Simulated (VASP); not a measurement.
Here is a VASP 6.6.1 calculation.

The input INCAR:

```
SYSTEM = CdSe
  PREC = Accurate
  ENCUT = 600
  EDIFF = 1E-7
  ISMEAR = 0
  SIGMA = 0.03
  LREAL = .FALSE.
  LASPH = .TRUE.
  NELM = 80
  ALGO = Normal
  ISIF = 3
  LWAVE = .FALSE.
  LCHARG = .FALSE.
  GGA = PE
  IBRION = 2
  NSW = 90
  EDIFFG = -0.005
```

KPOINTS

```
regular mesh
0
G
  8 8 8
  0 0 0
```

Contents of POSCAR:

```
CdSe                                    
1.0
    0.0000000000      3.1026979606      3.1026979606
    3.1026979606      0.0000000000      3.1026979606
    3.1026979606      3.1026979606     -0.0000000000
  Cd              Se            
     1     1
Direct
     0.0000000000000000    0.0000000000000000    0.0000000000000000
     0.7500000000000000    0.7500000000000000    0.7500000000000000
```

Potentials or basis: VASP PAW PBE potentials, release 64 (Cd, Se).

Command:

```console
$ cat potpaw_PBE.64/Cd/POTCAR potpaw_PBE.64/Se/POTCAR > POTCAR
$ mpirun -np 1 vasp_std > vasp.out
```

**Question.** What does it give for the band gap on the k mesh?

**Answer.** 0.48 eV, direct.

Final structure:
```cif
data_structure
_symmetry_space_group_name_H-M 'P 1'
_symmetry_Int_Tables_number 1
_cell_length_a 4.3879
_cell_length_b 4.3879
_cell_length_c 4.3879
_cell_angle_alpha 60.000
_cell_angle_beta 60.000
_cell_angle_gamma 60.000
_cell_volume 59.74
loop_
_atom_site_label
_atom_site_type_symbol
_atom_site_fract_x
_atom_site_fract_y
_atom_site_fract_z
_atom_site_occupancy
Cd1 Cd 0.00000 0.00000 0.00000 1
Se1 Se 0.75000 0.75000 0.75000 1
```

Caveat: the relaxation stopped at its first step, so nothing moved. A hybrid or GW would open this gap; PBE tends to underestimate it.
